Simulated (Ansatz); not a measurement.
# Al2Cu: the cost of one run

Method: DFT PBE, scalar-relativistic, plane waves, PAW, in Ansatz 0.2.0.

1 further run of the same task is left out (it didn't finish).

### 1 The structure to begin with

Symmetry: I4/mmm, No. 139, tetragonal system. The conventional cell has a = 4.061 Å, b = 4.061 Å, c = 5.702 Å, α = 90.00°, β = 90.00°, γ = 90.00°. Al (site symmetry -4m2) has 4 Cu at 2.48 Å and 6 Al at 2.85 to 2.87 Å as nearest neighbours. Around Cu (site symmetry 4/mmm) lie 8 Al at 2.48 Å.

Coordinates:

```
Al Cu
1.0
    -2.03034    2.03034    2.85109
     2.03034   -2.03034    2.85109
     2.03034    2.03034   -2.85109
Al Cu
2 1
Direct
  0.75000 0.25000 0.50000
  0.25000 0.75000 0.50000
  0.50000 0.50000 0.00000
```

The structure comes from the Materials Project (structure only).

### 2 Ground state at the listed geometry

Contents of input.yaml:

```yaml
crystal:
  lattice:
    - [-2.0303375, 2.0303375, 2.851094]
    - [2.0303375, -2.0303375, 2.851094]
    - [2.0303375, 2.0303375, -2.851094]
  atoms:
    - { symbol: Al, position: [0.75, 0.25, 0.5] }
    - { symbol: Al, position: [0.25, 0.75, 0.5] }
    - { symbol: Cu, position: [0.5, 0.5, 0.0] }
basis:
  ecutwfc: 500
  fft_grid_basis: typed
kpoints:
  mp_grid: { grid: [12, 12, 12] }
hamiltonian:
  xc: pbe
  pseudopotentials: { kind: paw }
scf:
  occupations: { method: gaussian, width: 0.05 }
output:
  forces: true
  stress: true
  eigenvalues: true
  bader: true
  write_density: true
  volumetric_format: npy
  elf: true
```

Command:

```sh
$ ansatz run input.yaml --threads 2 --pin off --max-ram 4096MiB --backend cpu --events-out ev --progress --plain --runs-dir out
```

What time and memory should one allow on 2 threads of Intel Xeon 6975P-C (Granite Rapids), shared host?

About 13 s, with a peak of 0.5 GiB.
